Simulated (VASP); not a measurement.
# BAs in VASP: a series of runs, part 2 of 2

VASP 6.6.1.

## (3) Work function, PBEsol, non-collinear spin, zero start, spin-orbit coupling

File INCAR:

```
SYSTEM = BAs
PREC = Accurate ; ENCUT = 520
EDIFF = 1E-6 ; ISMEAR = 0
SIGMA = 0.03 ; LREAL = .False.
LASPH = .True. ; NELM = 60
ALGO = Fast ; ISIF = 2
LWAVE = .False. ; LCHARG = .True.
MAGMOM = 0 0 0 0 0 0 ; LORBIT = 11
LSORBIT = .True. ; GGA_COMPAT = .False.
LDIPOL = .True. ; IDIPOL = 3
DIPOL = 0.5 0.5 0.500 ; GGA = PS
LVHAR = .True. ; LVACPOTAV = .True.
KPAR = 4
```

File KPOINTS:

```
Automatic mesh
0
Gamma
  12 12 1
  0 0 0
```

File POSCAR:

```
BAs                                     
1.0
    3.3641075122      0.0000000000      0.0000000000
   -1.6820537561      2.9134025619      0.0000000000
    0.0000000000      0.0000000000     16.0000000000
  B               As            
     1     1
Direct
     0.3333330000000032    0.6666669999999968    0.5000000000000000
     0.6666669999999968    0.3333330000000032    0.5000000000000000
```

Potentials or basis: VASP PAW PBE potentials, release 64 (B, As).

Launch:

```console
$ cat potpaw_PBE.64/B/POTCAR potpaw_PBE.64/As/POTCAR > POTCAR
$ mpirun -np 4 vasp_ncl > vasp.out
```

OUTCAR:

```text
SYSTEM = BAs
   PREC = Accurate
   ENCUT = 520
   EDIFF = 1E-6
   ISMEAR = 0
   LREAL = .False.
   LASPH = .True.
   NELM = 60
   ISIF = 2
   LORBIT = 11
   LSORBIT = .True.
   GGA = PS

 ion  position               nearest neighbor table
   1  0.333  0.667  0.500-   2 1.94   2 1.94   2 1.94
   2  0.667  0.333  0.500-   1 1.94   1 1.94   1 1.94

  LATTYP: Found a hexagonal cell.
 ALAT       =     3.3641075122
 C/A-ratio  =     4.7560905655

  Lattice vectors:

 A1 = (   3.3641075122,   0.0000000000,   0.0000000000)
 A2 = (  -1.6820537561,   2.9134025619,   0.0000000000)
 A3 = (   0.0000000000,   0.0000000000,  16.0000000000)

Analysis of symmetry for initial positions (statically):
=====================================================================
 Subroutine PRICEL returns:
 Original cell was already a primitive cell.

 Routine SETGRP: Setting up the symmetry group for a
 hexagonal supercell.

 Subroutine GETGRP returns: Found 12 space group operations
 (whereof 12 operations were pure point group operations)
 out of a pool of 24 trial point group operations.

The static configuration has the point symmetry D_3h.

Analysis of symmetry for dynamics (positions and initial velocities):
=====================================================================
 Subroutine PRICEL returns:
 Original cell was already a primitive cell.

 Routine SETGRP: Setting up the symmetry group for a
 hexagonal supercell.

 Subroutine GETGRP returns: Found 12 space group operations
 (whereof 12 operations were pure point group operations)
 out of a pool of 24 trial point group operations.

The dynamic configuration has the point symmetry D_3h.

Analysis of structural, dynamic, and magnetic symmetry:
=====================================================================
 Subroutine PRICEL returns:
 Original cell was already a primitive cell.

 Routine SETGRP: Setting up the symmetry group for a
 hexagonal supercell.

 Subroutine GETGRP returns: Found 12 space group operations
 (whereof 12 operations were pure point group operations)
 out of a pool of 24 trial point group operations.

The overall configuration has the point symmetry D_3h.

 Subroutine INISYM returns: Found 12 space group operations
 (whereof 12 operations are pure point group operations),
 and found     1 'primitive' translations

----------------------------------------------------------------------------------------

                                     Primitive cell

  volume of cell :     156.8160

  direct lattice vectors                    reciprocal lattice vectors
     3.364107512  0.000000000  0.000000000     0.297255660  0.171620636  0.000000000
    -1.682053756  2.913402562  0.000000000     0.000000000  0.343241272  0.000000000
     0.000000000  0.000000000 16.000000000     0.000000000  0.000000000  0.062500000

  length of vectors
     3.364107512  3.364107508 16.000000000     0.343241271  0.343241272  0.062500000
[... 134 lines left out ...]
  ext. energy  EPLUGINS =         0.00000000
  ---------------------------------------------------
  free energy    TOTEN  =       -11.26056078 eV

  energy without entropy =      -11.26056078  energy(sigma->0) =      -11.26056078

 E-fermi :  -2.9432     XC(G=0):  -2.6820

 val. band max:       -3.1046777761   @ k =   0.3333   0.3333   0.0000
 cond. band min:      -2.3700194114   @ k =   0.3333   0.3333   0.0000
 fundamental gap:      0.7346583648
 Fermi energy:        -2.9431810677

 k-point     1 :       0.0000    0.0000    0.0000
  band No.  band energies     occupation
      1     -17.0163      1.00000
      2     -17.0163      1.00000
      3      -7.1230      1.00000
      4      -7.1230      1.00000
      5      -4.6728      1.00000
      6      -4.6728      1.00000
[... 433 lines left out ...]
      3      -9.7407      1.00000
      4      -9.6964      1.00000
      5      -7.5367      1.00000
      6      -7.4536      1.00000
[... 8 lines left out ...]
     15       4.0477      0.00000
     16       4.1492      0.00000

 [... further k-points ...]
[... 5 lines left out ...]
  --------------------------------------------------------------------------------------
  -------------------------------------------------------------------------------------
  Total        0.1938387      0.1938387     -0.0058465      0.0000000      0.0000000      0.0000000
  in kB        1.9804360      1.9804360     -0.0597335      0.0000000      0.0000000      0.0000000
  external PRESSURE =       1.3003795 kB  Pullay stress =       0.0000000 kB

 VOLUME and BASIS-vectors are now :
 -----------------------------------------------------------------------------
  energy-cutoff  :      520.00
  volume of cell :      156.82
      direct lattice vectors                 reciprocal lattice vectors
     3.364107512  0.000000000  0.000000000     0.297255660  0.171620636  0.000000000
    -1.682053756  2.913402562  0.000000000     0.000000000  0.343241272  0.000000000
     0.000000000  0.000000000 16.000000000     0.000000000  0.000000000  0.062500000

 POSITION                                       TOTAL-FORCE (eV/Angst)
 -----------------------------------------------------------------------------------
     -0.00000      1.94227      8.00000        -0.000000      0.000000      0.000000
      1.68206      0.97113      8.00000         0.000000      0.000000      0.000000
 -----------------------------------------------------------------------------------
    total drift:                               -0.000130      0.000075     -0.000000

  FREE ENERGIE OF THE ION-ELECTRON SYSTEM (eV)
  ---------------------------------------------------
  free  energy   TOTEN  =       -11.2605607838 eV

  energy  without entropy=      -11.2605607838  energy(sigma->0) =      -11.26056078

 vacuum level on the upper side and lower side of the slab         1.850         1.850

 Spin-Orbit-Coupling matrix elements

 Ion:    1  E_soc:     -0.0000274
 l=   1
     0.0000000    -0.0000061    -0.0000016
    -0.0000061     0.0000000    -0.0000061
    -0.0000016    -0.0000061     0.0000000
 l=   2
     0.0000000     0.0000000     0.0000000     0.0000000     0.0000000
     0.0000000     0.0000000     0.0000000     0.0000000     0.0000000
     0.0000000     0.0000000     0.0000000     0.0000000     0.0000000
     0.0000000     0.0000000     0.0000000     0.0000000     0.0000000
     0.0000000     0.0000000     0.0000000     0.0000000     0.0000000
 l=   3
     0.0000000     0.0000000     0.0000000     0.0000000     0.0000000     0.0000000     0.0000000
     0.0000000     0.0000000     0.0000000     0.0000000     0.0000000     0.0000000     0.0000000
     0.0000000     0.0000000     0.0000000     0.0000000     0.0000000     0.0000000     0.0000000
     0.0000000     0.0000000     0.0000000     0.0000000     0.0000000     0.0000000     0.0000000
     0.0000000     0.0000000     0.0000000     0.0000000     0.0000000     0.0000000     0.0000000
     0.0000000     0.0000000     0.0000000     0.0000000     0.0000000     0.0000000     0.0000000
     0.0000000     0.0000000     0.0000000     0.0000000     0.0000000     0.0000000     0.0000000

 Ion:    2  E_soc:     -0.0217462
 l=   1
     0.0000000    -0.0037258    -0.0033505
    -0.0037258     0.0000000    -0.0037258
    -0.0033505    -0.0037258     0.0000000
 l=   2
     0.0000000    -0.0000060     0.0000000    -0.0000060    -0.0000373
    -0.0000060     0.0000000    -0.0000042    -0.0000013    -0.0000060
     0.0000000    -0.0000042     0.0000000    -0.0000042     0.0000000
    -0.0000060    -0.0000013    -0.0000042     0.0000000    -0.0000060
    -0.0000373    -0.0000060     0.0000000    -0.0000060     0.0000000
 l=   3
     0.0000000     0.0000000     0.0000000     0.0000000     0.0000000     0.0000000     0.0000000
     0.0000000     0.0000000     0.0000000     0.0000000     0.0000000     0.0000000     0.0000000
     0.0000000     0.0000000     0.0000000     0.0000000     0.0000000     0.0000000     0.0000000
     0.0000000     0.0000000     0.0000000     0.0000000     0.0000000     0.0000000     0.0000000
     0.0000000     0.0000000     0.0000000     0.0000000     0.0000000     0.0000000     0.0000000
     0.0000000     0.0000000     0.0000000     0.0000000     0.0000000     0.0000000     0.0000000
     0.0000000     0.0000000     0.0000000     0.0000000     0.0000000     0.0000000     0.0000000

 total charge

# of ion       s       p       d       tot
------------------------------------------
    1        0.679   1.166   0.000   1.845
    2        1.170   1.726   0.073   2.968
--------------------------------------------------
tot          1.849   2.892   0.073   4.814

 magnetization (x)

# of ion       s       p       d       tot
------------------------------------------
    1        0.000  -0.000   0.000  -0.000
    2       -0.000   0.000  -0.000  -0.000
--------------------------------------------------
tot          0.000  -0.000  -0.000  -0.000

 magnetization (y)

# of ion       s       p       d       tot
------------------------------------------
    1        0.000  -0.000   0.000  -0.000
    2        0.000   0.000  -0.000   0.000
--------------------------------------------------
tot          0.000  -0.000  -0.000  -0.000

 magnetization (z)

# of ion       s       p       d       tot
------------------------------------------
    1        0.000   0.000   0.000   0.000
    2        0.000   0.000   0.000   0.000
--------------------------------------------------
tot          0.000   0.000   0.000   0.000
```

Run time: 89 s. Hardware: 4 MPI ranks of Intel Xeon 6975P-C (Granite Rapids), shared host; peak memory 0.76 GiB.

What came out:

- Free energy: -11.2606 eV
- Net moment: 0.00 μB per cell
- Valence electrons inside the program's atomic spheres: B 1.84; As 2.97
- Work function of the upper face: 4.79 eV
- Work function of the lower face: 4.79 eV

Moments on the atoms (μB; x, y, z):
```
B   0.00 0.00 0.00
As  0.00 0.00 0.00
```

Caveat: the PAW data sets were made with another functional, which shifts forces and pressure a little.

## (4) Work function, HSE06

POSCAR is that of step 3.

File INCAR.step1:

```
SYSTEM = BAs
PREC = Accurate ; ENCUT = 520
EDIFF = 1E-5 ; ISMEAR = 0
SIGMA = 0.03 ; LREAL = .False.
LASPH = .True. ; NELM = 60
ALGO = Normal ; ISIF = 2
LWAVE = .True. ; LDIPOL = .True.
IDIPOL = 3 ; DIPOL = 0.5 0.5 0.500
GGA = PE ; KPAR = 4
```

File INCAR.step2:

```
SYSTEM = BAs
PREC = Accurate ; ENCUT = 520
EDIFF = 1E-6 ; ISMEAR = 0
SIGMA = 0.03 ; LREAL = .False.
LASPH = .True. ; NELM = 60
ALGO = Normal ; ISIF = 2
LWAVE = .False. ; LCHARG = .True.
LDIPOL = .True. ; IDIPOL = 3
DIPOL = 0.5 0.5 0.500 ; GGA = PE
LHFCALC = .True. ; HFSCREEN = 0.2
PRECFOCK = Fast ; LVHAR = .True.
LVACPOTAV = .True. ; ISTART = 1
KPAR = 4
```

File KPOINTS:

```
Automatic mesh
0
Gamma
  6 6 1
  0 0 0
```

Potentials or basis: VASP PAW PBE potentials, release 64 (B, As).

Launch:

```console
$ cat potpaw_PBE.64/B/POTCAR potpaw_PBE.64/As/POTCAR > POTCAR
$ cp INCAR.step1 INCAR
$ mpirun -np 4 vasp_std > vasp.out
$ cp INCAR.step2 INCAR
$ mpirun -np 4 vasp_std > vasp.out
```

OUTCAR:

```text
SYSTEM = BAs
   PREC = Accurate
   ENCUT = 520
   EDIFF = 1E-6
   ISMEAR = 0
   LREAL = .False.
   LASPH = .True.
   NELM = 60
   ISIF = 2
   GGA = PE
   LHFCALC = .True.
   HFSCREEN = 0.2
   PRECFOCK = Fast
   ISTART = 1

 ion  position               nearest neighbor table
   1  0.333  0.667  0.500-   2 1.94   2 1.94   2 1.94
   2  0.667  0.333  0.500-   1 1.94   1 1.94   1 1.94

  LATTYP: Found a hexagonal cell.
 ALAT       =     3.3641075122
 C/A-ratio  =     4.7560905655

  Lattice vectors:

 A1 = (   3.3641075122,   0.0000000000,   0.0000000000)
 A2 = (  -1.6820537561,   2.9134025619,   0.0000000000)
 A3 = (   0.0000000000,   0.0000000000,  16.0000000000)

Analysis of symmetry for initial positions (statically):
=====================================================================
 Subroutine PRICEL returns:
 Original cell was already a primitive cell.

 Routine SETGRP: Setting up the symmetry group for a
 hexagonal supercell.

 Subroutine GETGRP returns: Found 12 space group operations
 (whereof 12 operations were pure point group operations)
 out of a pool of 24 trial point group operations.
[... 164 lines left out ...]
 Fermi energy:        -3.1934718181

 k-point     1 :       0.0000    0.0000    0.0000
  band No.  band energies     occupation
      1     -18.8397      2.00000
      2      -7.9010      2.00000
      3      -5.2303      2.00000
      4      -5.2302      2.00000
      5       0.7761      0.00000
      6       1.6146      0.00000
      7       1.8993      0.00000
      8       2.2987      0.00000
[... 56 lines left out ...]
 k-point     7 :       0.3333    0.3333    0.0000
  band No.  band energies     occupation
      1     -15.4648      2.00000
      2     -12.3714      2.00000
      3     -10.1374      2.00000
      4      -3.3277      2.00000
      5      -2.1561      0.00000
      6       3.6737      0.00000
      7       4.3897      0.00000
      8       5.8990      0.00000

------------------------ aborting loop because EDIFF is reached ----------------------------------------

  FORCE on cell =-STRESS in cart. coord.  units (eV):
  Direction    XX          YY          ZZ          XY          YZ          ZX
  --------------------------------------------------------------------------------------
  -------------------------------------------------------------------------------------
  Total       -0.0249887     -0.0249887     -0.0322194      0.0000000      0.0000000     -0.0000000
  in kB       -0.2553082     -0.2553082     -0.3291827      0.0000000      0.0000000     -0.0000000
  external PRESSURE =      -0.2799330 kB  Pullay stress =       0.0000000 kB

 VOLUME and BASIS-vectors are now :
 -----------------------------------------------------------------------------
  energy-cutoff  :      520.00
  volume of cell :      156.82
      direct lattice vectors                 reciprocal lattice vectors
     3.364107512  0.000000000  0.000000000     0.297255660  0.171620636  0.000000000
    -1.682053756  2.913402562  0.000000000     0.000000000  0.343241272  0.000000000
     0.000000000  0.000000000 16.000000000     0.000000000  0.000000000  0.062500000

 POSITION                                       TOTAL-FORCE (eV/Angst)
 -----------------------------------------------------------------------------------
     -0.00000      1.94227      8.00000        -0.000000      0.000000      0.000000
      1.68206      0.97113      8.00000         0.000000     -0.000000      0.000000
 -----------------------------------------------------------------------------------
    total drift:                               -0.000108      0.000050     -0.000000

  FREE ENERGIE OF THE ION-ELECTRON SYSTEM (eV)
  ---------------------------------------------------
  free  energy   TOTEN  =       -12.3933097046 eV

  energy  without entropy=      -12.3933097046  energy(sigma->0) =      -12.39330970

 vacuum level on the upper side and lower side of the slab         1.855         1.855
```

It took 22 s on 4 MPI ranks of Intel Xeon 6975P-C (Granite Rapids), shared host; peak memory 0.37 GiB.

What came out:

```yaml
Free_energy: -12.3933 eV
Band_gap_on_the_k_mesh: 1.17 eV, direct
Ionisation_potential_of_the_upper_face: 5.18 eV
```

Caveat: the PAW data sets were made with another functional, which shifts forces and pressure a little.

## (5) The runs side by side

```csv
level,spin,k mesh,further INCAR settings,grid for exact exchange (PRECFOCK),screening parameter,gap on the mesh (eV)
PBEsol,off,12 × 12 × 1,ALGO = Fast; EDIFF = 1e-06,-,-,0.74
PBEsol,"non-collinear, zero start, SOC",12 × 12 × 1,ALGO = Fast; EDIFF = 1e-06,-,-,-
HSE06,off,6 × 6 × 1,ALGO = Normal; EDIFF = 1e-06,Fast,0.2 1/A,1.17
```

Alike in all rows: task work function; potentials or basis VASP PAW PBE potentials, release 64 (B, As); cell as given; cutoff (eV) 520; smearing gaussian 0.03 eV.

Caveats: the PAW data sets were made with another functional, which shifts forces and pressure a little.

Absolute energies hang on the potentials; compare differences alone.
